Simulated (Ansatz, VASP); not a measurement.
Two plane-wave programs on AlGaN2

```
CELL_PARAMETERS angstrom
3.20309 0.00000 0.00000
0.00000 3.20309 0.00000
0.00000 0.00000 4.14727
ATOMIC_POSITIONS crystal
Al 0.50000 0.50000 0.50000
Ga 0.00000 0.00000 0.00000
N 0.50000 0.00000 0.74005
N 0.00000 0.50000 0.25995
```

Alike in both runs: task single point; functional LDA; k mesh 8 × 8 × 6; occupations gaussian, width 0.05 eV; no spin polarisation.

|  | VASP | Ansatz |
| --- | --- | --- |
| version | VASP 6.6.1 | Ansatz 0.2.0 |
| potentials or method | VASP PAW LDA potentials, release 64 (Al, Ga_d, N) | scalar-relativistic, plane waves, PAW |
| plane-wave cutoff (eV) | 520 | 420 |
| valence electrons in the cell | 26 | 26 |

VASP gave:

```
gap on the k mesh at the Fermi level (eV)       : 3.06
least direct gap on the mesh (eV)               : 3.06
pressure (GPa)                                  : 0.2
largest component of the traceless stress (GPa) : 5.83
rms of the force components (eV/Å)              : 0.071
```

Question: What did Ansatz give for the same quantities?

Answer: gap on the k mesh at the Fermi level (eV): 3.04; least direct gap on the mesh (eV): 3.04; pressure (GPa): -0.7; largest component of the traceless stress (GPa): 5.89; rms of the force components (eV/Å): 0.059.

Atom by atom the forces differ by 0.011 eV/Å (rms over components).

A k mesh can miss the band edges. LDA gaps usually lie below the measured ones, often by a third to a half.
